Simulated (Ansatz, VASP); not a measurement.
**TePb: VASP and Ansatz over several settings**

```
Pb Te
1.0
     0.00000    3.16504    3.16504
     3.16504    0.00000    3.16504
     3.16504    3.16504    0.00000
Pb Te
1 1
Cartesian
  0.0000 0.0000 0.0000
  3.1650 3.1650 3.1650
```

Change from the starting cell: volume scaled by 0.94.

Single points on this cell with VASP 6.6.1 and Ansatz 0.2.0. Each row is one pair of runs. Alike in all rows: spin: off; k mesh: 7 × 7 × 7; smearing: fermi-dirac, width 0.05 eV; VASP's potentials, cutoff: VASP PAW PBE potentials, release 64 (Pb_d, Te), 520 eV.

| level | Ansatz's potentials, cutoff | gap on the k mesh at the Fermi level (eV), VASP | gap on the k mesh at the Fermi level (eV), Ansatz | least direct gap on the mesh (eV), VASP | least direct gap on the mesh (eV), Ansatz | pressure (GPa), VASP | pressure (GPa), Ansatz |
| --- | --- | --- | --- | --- | --- | --- | --- |
| PBE | Ansatz PAW, 420 eV | 0.91 | 0.91 | 0.91 | 0.91 | 5.4 | 5.5 |
| PBE | SPMS NC, 680 eV | 0.91 | 0.92 | 0.91 | 0.92 | 5.4 | 5.5 |
| PBE | Ansatz PAW earlier set, 640 eV | 0.91 | 0.91 | 0.91 | 0.91 | 5.4 | 5.5 |
| PBE | JTH PAW, 1800 eV | 0.91 | 0.90 | 0.91 | 0.90 | 5.4 | 5.5 |
| PBE | PseudoDojo standard (PBE files), 1120 eV | 0.91 | 0.91 | 0.91 | 0.91 | 5.4 | 5.4 |
| PBE | Ansatz PAW polarizable, 420 eV | 0.91 | 0.91 | 0.91 | 0.91 | 5.4 | 5.5 |
| PBE | Ansatz NC, 1120 eV | 0.91 | 0.91 | 0.91 | 0.91 | 5.4 | 5.5 |
| r2SCAN | Ansatz PAW, 500 eV | 1.15 | 1.14 | 1.15 | 1.14 | 5.0 | 5.0 |

Gap on the k mesh at the fermi level (eV): the two programs differ by at most 0.011; least direct gap on the mesh (eV): the two programs differ by at most 0.011; pressure (GPa): the two programs differ by at most 0.09.

Caveats: the PAW data sets were made with another functional, which shifts forces and pressure a little (VASP); the PAW data sets come from PBE, with cores solved anew for the run's functional, which leaves a small shift of forces and pressure (Ansatz).
